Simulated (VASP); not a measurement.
GaN:

```
Ga N
1.0
     3.18000    0.00000    0.00000
    -1.59000    2.75396    0.00000
     0.00000    0.00000    5.16600
Ga N
2 2
Direct
  0.66667 0.33333 0.50000
  0.33333 0.66667 0.00000
  0.66667 0.33333 0.87500
  0.33333 0.66667 0.37500
```

* Program: VASP 6.6.1
* Task: relaxation of cell and atoms
* Functional: revPBE
* Potentials or basis: VASP PAW PBE potentials, release 64 (Ga_d, N)
* Cutoff: 600 eV
* k mesh: 10 × 10 × 5
* Occupations: fermi-dirac, width 0.05 eV
* Spin: no spin polarisation

At the start: pressure 10.1 GPa; volume 11.31 Å³/atom.

How do energy, volume and symmetry change on relaxing?

Over 8 steps the energy falls by 19.6 meV/atom and the volume is 11.95 Å³/atom (+5.7 %); space group P6_3mc (No. 186, to 0.05 Å).

The path:
| step | energy change (eV) | largest force (eV/Å) | pressure (GPa) | volume (Å³) |
| --- | --- | --- | --- | --- |
| 1 | 0.0000 | 0.1377 | 10.06 | 45.24 |
| 2 | -0.0284 | 0.0498 | -6.65 | 50.05 |
| 3 | -0.0782 | 0.0117 | -0.02 | 47.82 |
| 4 | -0.0782 | 0.0137 | 0.13 | 47.76 |
| 5 | -0.0783 | 0.0083 | 0.13 | 47.77 |
| 6 | -0.0783 | 0.0045 | 0.12 | 47.77 |
| 7 | -0.0783 | 0.0027 | -0.10 | 47.83 |
| 8 | -0.0783 | 0.0013 | 0.12 | 47.80 |

Final structure:
```
Ga N
1.0
     3.23594    0.00000    0.00000
    -1.61797    2.80241    0.00000
     0.00000    0.00000    5.27134
Ga N
2 2
Direct
  0.66667 0.33333 0.49910
  0.33333 0.66667 0.99910
  0.66667 0.33333 0.87590
  0.33333 0.66667 0.37590
```

Caveat: the PAW data sets were made with another functional, which shifts forces and pressure a little.
